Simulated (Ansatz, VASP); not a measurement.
Two plane-wave programs on Al

The input POSCAR:

```
Al
1.0
    2.3905870488      0.0000000000      0.0000000000
   -1.1952935244      2.0703091142      0.0000000000
    0.0000000000      0.0000000000      4.8668500000
Al
2
Direct
    0.6666666667      0.3333333333      0.7500000000
    0.3333333333      0.6666666667      0.2500000000
```

Contents of INCAR.step1:

```
ALGO = Normal
EDIFF = 1E-4
ENCUT = 520
GGA = PE
ISMEAR = 0
LASPH = T
LCHARG = F
LREAL = F
LWAVE = T
NBANDS = 10
NELM = 80
PREC = Accurate
SIGMA = 0.15
```

Contents of INCAR.step2:

```
ALGO = Normal
EDIFF = 1E-7
ENCUT = 520
ISIF = 2
ISMEAR = 0
ISTART = 1
LASPH = T
LCHARG = F
LMIXTAU = T
LREAL = F
LWAVE = F
METAGGA = R2SCAN
NBANDS = 10
NELM = 80
PREC = Accurate
SIGMA = 0.15
```

File KPOINTS:

```
k-points
0
Gamma
  18 18 10
```

Input for Ansatz:

```yaml
crystal:
  lattice:
    - [2.3905870488, 0.0, 0.0]
    - [-1.1952935244, 2.0703091142, 0.0]
    - [0.0, 0.0, 4.86685]
  atoms:
    - { symbol: Al, position: [0.6666666667, 0.3333333333, 0.75] }
    - { symbol: Al, position: [0.3333333333, 0.6666666667, 0.25] }
basis:
  ecutwfc: 500
kpoints:
  mp_grid: { grid: [18, 18, 10] }
hamiltonian:
  xc: r2scan
scf:
  occupations: { method: gaussian, width: 0.15 }
output:
  forces: true
  stress: true
  eigenvalues: true
```

Change from the starting cell: strain -0.1500 x Voigt [1, 1, 0, 0, 0, 0], atoms carried along.

Alike in both runs: task single point; functional r2SCAN; k mesh 18 × 18 × 10; occupations gaussian, width 0.15 eV; no spin polarisation.

|  | VASP | Ansatz |
| --- | --- | --- |
| version | VASP 6.6.1 | Ansatz 0.2.0 |
| potentials or method | VASP PAW PBE potentials, release 64 (Al) | scalar-relativistic, plane waves, PAW |
| plane-wave cutoff (eV) | 520 | 500 |
| valence electrons in the cell | 6 | 6 |

|  | VASP | Ansatz | Ansatz less VASP |
| --- | --- | --- | --- |
| gap on the k mesh at the Fermi level (eV) | none | none | - |
| pressure (GPa) | 58.8 | 59.2 | +0.41 |
| largest component of the traceless stress (GPa) | 47.48 | 47.45 | -0.031 |

A gap of «none» marks a metal or a gap that the smearing closes. With one functional, cell and mesh, what is left measures potentials, basis and numerics.

Caveats: so large a pressure means that the cell lies far from this level's equilibrium, or that cutoff or potentials fall short (VASP); the potentials were made for another functional, which shifts forces and pressure (VASP).
